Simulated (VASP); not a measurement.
# BP (F-43m) in VASP: a series of runs, part 2 of 2

VASP 6.6.1. The steps go on from the part before.

## (4) Dielectric tensor, LDA

Input file INCAR:

```
SYSTEM = BP
PREC = Accurate ; ENCUT = 600
EDIFF = 1E-8 ; ISMEAR = 0
SIGMA = 0.01 ; LREAL = .FALSE.
LASPH = .TRUE. ; NELM = 100
ALGO = Normal ; ISIF = 2
LWAVE = .FALSE. ; LCHARG = .FALSE.
LEPSILON = .TRUE.
```

Input file KPOINTS:

```
Automatic mesh
0
G
  6 6 6
  0 0 0
```

Input file POSCAR:

```
BP
1.0
    0.0000000000      2.2690000000      2.2690000000
    2.2690000000      0.0000000000      2.2690000000
    2.2690000000      2.2690000000      0.0000000000
P B
1 1
Direct
    0.7500000000      0.7500000000      0.7500000000
    0.0000000000      0.0000000000      0.0000000000
```

Potentials or basis: VASP PAW LDA potentials, release 64 (P, B).

The run is started by

```sh
> cat potpaw_LDA.64/P/POTCAR potpaw_LDA.64/B/POTCAR > POTCAR
> mpirun -np 1 vasp_std > vasp.out
```

OUTCAR:

```text
SYSTEM = BP
   PREC = Accurate
   ENCUT = 600
   EDIFF = 1E-8
   ISMEAR = 0
   LREAL = .FALSE.
   LASPH = .TRUE.
   NELM = 100
   ISIF = 2
   LEPSILON = .TRUE.

 Found     16 irreducible k-points:

 Following reciprocal coordinates:
            Coordinates               Weight
  0.000000  0.000000  0.000000      1.000000
  0.166667  0.000000  0.000000      8.000000
  0.333333  0.000000  0.000000      8.000000
  0.500000  0.000000  0.000000      4.000000
  0.166667  0.166667  0.000000      6.000000
  0.333333  0.166667  0.000000     24.000000
   k-points           NKPTS =     16   k-points in BZ     NKDIM =     16   number of bands    NBANDS=      8
   number of dos      NEDOS =    301   number of ions     NIONS =      2
   total plane-waves  NPLWV =  21952
   dimension x,y,z NGX =    28 NGY =   28 NGZ =   28
   dimension x,y,z NGXF=    56 NGYF=   56 NGZF=   56
   ions per type =               1   1
   NGX,Y,Z   is equivalent  to a cutoff of  14.51, 14.51, 14.51 a.u.
   NGXF,Y,Z  is equivalent  to a cutoff of  29.01, 29.01, 29.01 a.u.
 SYSTEM =  BP
   PREC   = accura    normal or accurate (medium, high low for compatibility)
   ISTART =      0    job   : 0-new  1-cont  2-samecut
   ICHARG =      2    charge: 1-file 2-atom 10-const
[... 179 lines left out ...]
  ---------------------------------------------------
  free energy    TOTEN  =        -0.64181563 eV

  energy without entropy =       -0.64181563

------------------------ aborting loop because EDIFF is reached ----------------------------------------

 PIEZOELECTRIC TENSOR FIELD DIRECTION 3  (e Angst)
 -----------------------------------------------------------------------------
     0.00023 -0.15405  0.00000           (  0.00000 -0.08301  0.00000)
    -0.15405  0.00023  0.00000           ( -0.08301  0.00000  0.00000)
     0.00000  0.00000 -0.00105           (  0.00000  0.00000 -0.00000)

 PIEZOELECTRIC TENSOR FIELD DIRECTION 3  (C/m^2)
 -----------------------------------------------------------------------------
     0.00016 -0.10564  0.00000
    -0.10564  0.00016  0.00000
     0.00000  0.00000 -0.00072

 MACROSCOPIC STATIC DIELECTRIC TENSOR (including local field effects in DFT)
 ------------------------------------------------------
          10.421620    -0.000000     0.000000
           0.000000    10.421620    -0.000000
          -0.000000     0.000000    10.421620
 ------------------------------------------------------

 PIEZOELECTRIC TENSOR (including local field effects)  for field in x, y, z        (e  Angst)
          XX          YY          ZZ          XY          YZ          ZX
  --------------------------------------------------------------------------------
  x     0.00000     0.00000    -0.00000     0.00000    -0.14505     0.00000
  y     0.00000     0.00000     0.00000     0.00000     0.00000    -0.14505
  z     0.00000     0.00000     0.00000    -0.14505     0.00000     0.00000

 PIEZOELECTRIC TENSOR (including local field effects)  for field in x, y, z        (C/m^2)
          XX          YY          ZZ          XY          YZ          ZX
  --------------------------------------------------------------------------------
  x     0.00000     0.00000    -0.00000     0.00000    -0.09947     0.00000
  y     0.00000     0.00000     0.00000     0.00000     0.00000    -0.09947
  z     0.00000     0.00000     0.00000    -0.09947     0.00000     0.00000

 BORN EFFECTIVE CHARGES (including local field effects) (in |e|, cummulative output)
 ---------------------------------------------------------------------------------
 ion    1
    1     0.49523     0.00000     0.00000
    2    -0.00000     0.49523     0.00000
    3    -0.00000    -0.00000     0.49523
 ion    2
    1    -0.49523     0.00000    -0.00000
    2     0.00000    -0.49523    -0.00000
    3     0.00000     0.00000    -0.49523
```

stdout:

```text
POSCAR found type information on POSCAR P B
 POSCAR found :  2 types and       2 ions
 scaLAPACK will be used
 LDA part: xc-table for (Slater(with rela. corr.)+CA(PZ))
 , standard interpolation
 POSCAR, INCAR and KPOINTS ok, starting setup
 FFT: planning ... GRIDC
 FFT: planning ... GRID_SOFT
 FFT: planning ... GRID
 WAVECAR not read
 entering main loop
 Linear response reoptimize wavefunctions to high precision
 Linear response G [H, r] |phi>, progress :
  Direction:   1
 Linear response G [H, r] |phi>, progress :
  Direction:   2
 Linear response G [H, r] |phi>, progress :
  Direction:   3
 Linear response to external field (no local field effect), progress :
  Direction:   1
 dielectric tensor                  component  1 :    13.454     6.917     1.331
 Linear response to external field (no local field effect), progress :
  Direction:   2
 dielectric tensor                  component  2 :     6.917    13.468    -1.446
 Linear response to external field (no local field effect), progress :
  Direction:   3
 dielectric tensor                  component  3 :     1.330    -1.445     5.783
 Linear response to external field, progress :
  Direction:   1
 dielectric tensor                  component  1 :    10.422     3.239     1.564
 Linear response to external field, progress :
  Direction:   2
 dielectric tensor                  component  2 :     3.240    10.422     1.403
 Linear response to external field, progress :
  Direction:   3
 dielectric tensor                  component  3 :     2.411     2.392    10.422
 Born effective charges drift removed
```

Run time: 68 s. Hardware: 1 thread of Intel Xeon Platinum 8259CL at 2.50GHz (Skylake/Cascade Lake), shared host; peak memory 0.15 GiB.

The run converged, but some of its settings lie outside the range that counts as converged, so its numbers aren't taken as properties of the crystal.

What came out:

```yaml
Band_gap_on_the_k_mesh: 1.30 eV, indirect (least direct gap 3.38 eV)
Electronic_dielectric_tensor_diagonal: 10.42
Born_charges_mean_of_the_diagonal: P +0.50; B -0.50 e
```

## (5) Dielectric tensor, LDA

Input file INCAR:

```
SYSTEM = BP
PREC = Accurate ; ENCUT = 350
EDIFF = 1E-4 ; ISMEAR = 0
SIGMA = 0.01 ; LREAL = .FALSE.
LASPH = .TRUE. ; NELM = 100
ALGO = Normal ; ISIF = 2
LWAVE = .FALSE. ; LCHARG = .FALSE.
LEPSILON = .TRUE.
```

Input file KPOINTS:

```
Automatic mesh
0
G
  8 8 8
  0 0 0
```

POSCAR is that of step 4.

Potentials or basis: VASP PAW LDA potentials, release 64 (P, B).

The run is started by

```sh
> cat potpaw_LDA.64/P/POTCAR potpaw_LDA.64/B/POTCAR > POTCAR
> mpirun -np 1 vasp_std > vasp.out
```

OUTCAR:

```text
SYSTEM = BP
   PREC = Accurate
   ENCUT = 350
   EDIFF = 1E-4
   ISMEAR = 0
   LREAL = .FALSE.
   LASPH = .TRUE.
   NELM = 100
   ISIF = 2
   LEPSILON = .TRUE.

 Found     29 irreducible k-points:

 Following reciprocal coordinates:
            Coordinates               Weight
  0.000000  0.000000  0.000000      1.000000
  0.125000  0.000000  0.000000      8.000000
  0.250000  0.000000  0.000000      8.000000
  0.375000  0.000000  0.000000      8.000000
  0.500000  0.000000  0.000000      4.000000
  0.125000  0.125000  0.000000      6.000000
   k-points           NKPTS =     29   k-points in BZ     NKDIM =     29   number of bands    NBANDS=      8
   number of dos      NEDOS =    301   number of ions     NIONS =      2
   total plane-waves  NPLWV =   8000
   dimension x,y,z NGX =    20 NGY =   20 NGZ =   20
   dimension x,y,z NGXF=    40 NGYF=   40 NGZF=   40
   ions per type =               1   1
   NGX,Y,Z   is equivalent  to a cutoff of  10.36, 10.36, 10.36 a.u.
   NGXF,Y,Z  is equivalent  to a cutoff of  20.72, 20.72, 20.72 a.u.
 SYSTEM =  BP
   PREC   = accura    normal or accurate (medium, high low for compatibility)
   ISTART =      0    job   : 0-new  1-cont  2-samecut
   ICHARG =      2    charge: 1-file 2-atom 10-const
   ISPIN  =      1    spin polarized calculation?
   LNONCOLLINEAR =      F non collinear calculations
   LSORBIT =      F    spin-orbit coupling
   LASPH  =      T    aspherical Exc in radial PAW
   ENCUT  =  350.0 eV  25.72 Ry    5.07 a.u.   4.89  4.89  4.89*2*pi/ulx,y,z
   NELM   =    100;   NELMIN=  2; NELMDL= -5     # of ELM steps
   EDIFF  = 0.1E-03   stopping-criterion for ELM
   LREAL  =      F    real-space projection
   EDIFFG = 0.1E-02   stopping-criterion for IOM
   NSW    =      0    number of steps for IOM
   IBRION =     -1    ionic relax: 0-MD 1-quasi-New 2-CG
   NFREE  =      0    steps in history (QN), initial steepest desc. (CG)
   ISIF   =      2    stress and relaxation
   ISYM   =      2    0-nonsym 1-usesym 2-fastsym
   POTIM  = 0.5000    time-step for ionic-motion
   TEBEG  =    0.0;   TEEND  =   0.0 temperature during run
   PSTRESS=    0.0 pullay stress
   NELECT =       8.0000    total number of electrons
   NUPDOWN=      -1.0000    fix difference up-down
   EMIN   =  10.00;   EMAX   =-10.00  energy-range for DOS
   EFERMI =   0.00;   METHOD = LEGACY
   ISMEAR =     0;   SIGMA  =   0.01  broadening in eV -4-tet -1-fermi 0-gaus
   EFERMI_NEDOS =   21; number of points for ismear=-14 and -15
   IALGO  =     38    algorithm
   IMIX   =      4    mixing-type and parameters
     AMIX     =   0.40;   BMIX     =  1.00
     AMIX_MAG =   1.60;   BMIX_MAG =  1.00
  volume/ion in A,a.u.               =      11.68        78.83
  Fermi-wavevector in a.u.,A,eV,Ry     =   1.145320  2.164342 17.847562  1.311759
  Thomas-Fermi vector in A             =   2.282009
   LORBIT       =      0    0 simple, 1 ext, 2 COOP (PROOUT), +10 PAW based schemes
   GGA     = CA    functional components
   LHFCALC =     F    Hartree Fock is set to
   AEXX    =    0.0000 exact exchange contribution
   IVDW    =     0    specifies the selected vdW correction
   LEPSILON=     T    determine dielectric tensor
   LRPA    =     F    only Hartree local field effects (RPA)
 non-spin polarized calculation
 Gauss-broadening in eV      SIGMA  =   0.01
  energy-cutoff  :      350.00
[... 80 lines left out ...]

 [... further k-points ...]

  FORCE on cell =-STRESS in cart. coord.  units (eV):
  Direction    XX          YY          ZZ          XY          YZ          ZX
  --------------------------------------------------------------------------------------
  -------------------------------------------------------------------------------------
  Total       -0.8527205     -0.8527205     -0.8527205     -0.0000000      0.0000000      0.0000000
  in kB      -58.4768295    -58.4768295    -58.4768295     -0.0000000      0.0000000      0.0000000
  external PRESSURE =     -58.4768295 kB  Pullay stress =       0.0000000 kB

 VOLUME and BASIS-vectors are now :
 -----------------------------------------------------------------------------
  energy-cutoff  :      350.00
  volume of cell :       23.36
      direct lattice vectors                 reciprocal lattice vectors
     0.000000000  2.269000000  2.269000000    -0.220361393  0.220361393  0.220361393
     2.269000000  0.000000000  2.269000000     0.220361393 -0.220361393  0.220361393
     2.269000000  2.269000000  0.000000000     0.220361393  0.220361393 -0.220361393

 POSITION                                       TOTAL-FORCE (eV/Angst)
 -----------------------------------------------------------------------------------
      3.40350      3.40350      3.40350        -0.000000     -0.000000     -0.000000
      0.00000      0.00000      0.00000         0.000000      0.000000      0.000000
 -----------------------------------------------------------------------------------
    total drift:                                0.000000      0.000000      0.000000

  FREE ENERGIE OF THE ION-ELECTRON SYSTEM (eV)
  ---------------------------------------------------
  free  energy   TOTEN  =       -14.3820987460 eV

  energy  without entropy=      -14.3820987460  energy(sigma->0) =      -14.38209875

 HEAD OF MICROSCOPIC STATIC DIELECTRIC TENSOR (INDEPENDENT PARTICLE, excluding Hartree and local field effects)
 ------------------------------------------------------
           9.990899     0.000000    -0.000000
          -0.000000     9.990899     0.000000
           0.000000    -0.000000     9.990899
 ------------------------------------------------------

 Free energy of the ion-electron system (eV)
  ---------------------------------------------------
  ---------------------------------------------------
  free energy    TOTEN  =        -0.58183089 eV

  energy without entropy =       -0.58183089

------------------------ aborting loop because EDIFF is reached ----------------------------------------

--------------------------------------- Ionic step        2  -------------------------------------------

------------------------ aborting loop because EDIFF is reached ----------------------------------------

--------------------------------------- Ionic step        3  -------------------------------------------

 Free energy of the ion-electron system (eV)
  ---------------------------------------------------
  ---------------------------------------------------
  free energy    TOTEN  =        -0.58183075 eV

  energy without entropy =       -0.58183075

------------------------ aborting loop because EDIFF is reached ----------------------------------------

 PIEZOELECTRIC TENSOR FIELD DIRECTION 3  (e Angst)
 -----------------------------------------------------------------------------
    -0.00033 -0.16610  0.00000           ( -0.00000 -0.07905  0.00000)
    -0.16610 -0.00033  0.00000           ( -0.07905 -0.00000  0.00000)
     0.00000  0.00000 -0.00024           (  0.00000  0.00000 -0.00000)

 PIEZOELECTRIC TENSOR FIELD DIRECTION 3  (C/m^2)
 -----------------------------------------------------------------------------
    -0.00023 -0.11391  0.00000
    -0.11391 -0.00023  0.00000
     0.00000  0.00000 -0.00017

 MACROSCOPIC STATIC DIELECTRIC TENSOR (including local field effects in DFT)
 ------------------------------------------------------
           9.531084    -0.000000     0.000000
          -0.000000     9.531084    -0.000000
           0.000000    -0.000000     9.531084
 ------------------------------------------------------

 PIEZOELECTRIC TENSOR (including local field effects)  for field in x, y, z        (e  Angst)
          XX          YY          ZZ          XY          YZ          ZX
  --------------------------------------------------------------------------------
  x     0.00000     0.00000     0.00000     0.00000    -0.16028     0.00000
  y    -0.00000     0.00000    -0.00000     0.00000     0.00000    -0.16028
  z     0.00000     0.00000     0.00000    -0.16028     0.00000     0.00000

 PIEZOELECTRIC TENSOR (including local field effects)  for field in x, y, z        (C/m^2)
          XX          YY          ZZ          XY          YZ          ZX
  --------------------------------------------------------------------------------
  x     0.00000     0.00000     0.00000     0.00000    -0.10992     0.00000
  y    -0.00000     0.00000    -0.00000     0.00000     0.00000    -0.10992
  z     0.00000     0.00000     0.00000    -0.10992     0.00000     0.00000

 BORN EFFECTIVE CHARGES (including local field effects) (in |e|, cummulative output)
 ---------------------------------------------------------------------------------
 ion    1
    1     0.51357     0.00000     0.00000
    2     0.00000     0.51357     0.00000
    3     0.00000     0.00000     0.51357
 ion    2
    1    -0.51357     0.00000     0.00000
    2     0.00000    -0.51357     0.00000
    3     0.00000     0.00000    -0.51357
```

stdout:

```text
POSCAR found type information on POSCAR P B
 POSCAR found :  2 types and       2 ions
 scaLAPACK will be used
 LDA part: xc-table for (Slater(with rela. corr.)+CA(PZ))
 , standard interpolation
 POSCAR, INCAR and KPOINTS ok, starting setup
 FFT: planning ... GRIDC
 FFT: planning ... GRID_SOFT
 FFT: planning ... GRID
 WAVECAR not read
 entering main loop
 Linear response reoptimize wavefunctions to high precision
 Linear response G [H, r] |phi>, progress :
  Direction:   1
 Linear response G [H, r] |phi>, progress :
  Direction:   2
 Linear response G [H, r] |phi>, progress :
  Direction:   3
 Linear response to external field (no local field effect), progress :
  Direction:   1
 dielectric tensor                  component  1 :    12.261     6.174     1.233
 Linear response to external field (no local field effect), progress :
  Direction:   2
 dielectric tensor                  component  2 :     6.175    12.227    -1.408
 Linear response to external field (no local field effect), progress :
  Direction:   3
 dielectric tensor                  component  3 :     1.231    -1.408     5.485
 Linear response to external field, progress :
  Direction:   1
 dielectric tensor                  component  1 :     9.531     2.589     1.529
 Linear response to external field, progress :
  Direction:   2
 dielectric tensor                  component  2 :     2.495     9.531     1.340
 Linear response to external field, progress :
  Direction:   3
 dielectric tensor                  component  3 :     1.942     2.176     9.531
 Born effective charges drift removed
```

Run time: 42 s. Hardware: 1 thread of Intel Xeon Platinum 8259CL at 2.50GHz (Skylake/Cascade Lake), shared host; peak memory 0.14 GiB.

The run converged, but some of its settings lie outside the range that counts as converged, so its numbers aren't taken as properties of the crystal.

What came out:

```yaml
Band_gap_on_the_k_mesh: 1.22 eV, indirect (least direct gap 3.38 eV)
Electronic_dielectric_tensor_diagonal: 9.53
Born_charges_mean_of_the_diagonal: P +0.51; B -0.51 e
```

Caveat: the cutoff is under 1.25 times the usual one of these potentials, so pressure, stress and relaxed cells hold a basis-set (Pulay) error.

## (6) For comparison

An earlier run on the cell as given: functional PBEsol; potentials or basis VASP PAW PBE potentials, release 64 (P, B); cutoff 520 eV; k mesh 10 × 10 × 10; occupations fermi-dirac, width 0.05 eV; no spin polarisation.

* Pressure: -1.9 GPa
* Band gap on the k mesh: 1.13 eV, indirect (least direct gap 3.36 eV)
